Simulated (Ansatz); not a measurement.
**AlRu: hydrostatic pressure series**

Theory: DFT r2SCAN, scalar-relativistic, plane waves, PAW in Ansatz. Settings: 500 eV cutoff, 14×14×14 k-mesh, Gaussian smearing of 0.10 eV, no spin polarisation.

The relaxed crystal:

```
CELL_PARAMETERS angstrom
2.98250 0.00000 0.00000
0.00000 2.98250 0.00000
0.00000 0.00000 2.98250
ATOMIC_POSITIONS crystal
Al 0.00000 0.00000 0.00000
Ru 0.50000 0.50000 0.50000
```

Cell and atoms are relaxed at each pressure within the symmetry of the start, at zero temperature, so transitions that lower the symmetry aren't seen. The k-mesh given is that at zero pressure and may differ at others. a, b and c are the lengths of the cell vectors above.

```tsv
P (GPa)	V (Å³/atom)	V/V0	a (Å)	b (Å)	c (Å)
-1	13.33	1.005	2.987	2.987	2.987
0	13.27	1.000	2.982	2.982	2.982
1	13.21	0.996	2.978	2.978	2.978
4	13.03	0.983	2.965	2.965	2.965
12	12.64	0.953	2.935	2.935	2.935
25	12.09	0.912	2.892	2.892	2.892
50	11.30	0.852	2.827	2.827	2.827
90	10.41	0.785	2.751	2.751	2.751
```

(1) What bulk modulus and pressure derivative fit these points?

Answers

(1) A third-order Birch–Murnaghan fit gives B0 = 221 GPa and B0' = 4.2.